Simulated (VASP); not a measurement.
Crystal: B.

```
B
1.0
     2.45895    1.41968    4.19350
    -2.45895    1.41968    4.19350
     0.00000   -2.83935    4.19350
B
12
Direct
  0.01019 0.65361 0.01019
  0.01019 0.01019 0.65361
  0.65361 0.01019 0.01019
  0.98981 0.34639 0.98981
  0.34639 0.98981 0.98981
  0.98981 0.98981 0.34639
  0.22118 0.63060 0.22118
  0.22118 0.22118 0.63060
  0.63060 0.22118 0.22118
  0.77882 0.36940 0.77882
  0.36940 0.77882 0.77882
  0.77882 0.77882 0.36940
```

| Quantity | Value |
| --- | --- |
| Program | VASP 6.6.1 |
| Task | relaxation of cell and atoms |
| Functional | PBEsol |
| Potentials or basis | VASP PAW PBE potentials, release 64 (B) |
| Cutoff | 600 eV |
| k mesh | 9 × 9 × 8 |
| Occupations | gaussian, width 0.03 eV |
| Spin | no spin polarisation |

At the start: pressure -4.9 GPa; volume 7.32 Å³/atom.

Task: How do energy, volume and symmetry change on relaxing?

Result: Over 8 steps the energy falls by 2.6 meV/atom and the volume is 7.16 Å³/atom (-2.2 %); space group R-3m (No. 166, to 0.05 Å).

The path:
```
step  energy change (eV)  largest force (eV/Å)  pressure (GPa)  volume (Å³)
   1              0.0000                0.1953           -4.90        87.83
   2             -0.0068                0.4173            3.47        85.02
   3             -0.0273                0.1320           -0.53        86.31
   4             -0.0303                0.1206            0.39        85.76
   5             -0.0309                0.0522            0.12        85.92
   6             -0.0314                0.0310           -0.02        85.88
   7             -0.0315                0.0149            0.02        85.89
   8             -0.0315                0.0016            0.00        85.90
```

Final structure:
```
CELL_PARAMETERS angstrom
2.43907 1.40820 4.16816
-2.43907 1.40820 4.16816
0.00000 -2.81640 4.16816
ATOMIC_POSITIONS crystal
B 0.01064 0.65373 0.01064
B 0.01064 0.01064 0.65373
B 0.65373 0.01064 0.01064
B 0.98936 0.34627 0.98936
B 0.34627 0.98936 0.98936
B 0.98936 0.98936 0.34627
B 0.22169 0.62966 0.22169
B 0.22169 0.22169 0.62966
B 0.62966 0.22169 0.22169
B 0.77831 0.37034 0.77831
B 0.37034 0.77831 0.77831
B 0.77831 0.77831 0.37034
```

Caveat: the PAW data sets were made with another functional, which shifts forces and pressure a little.
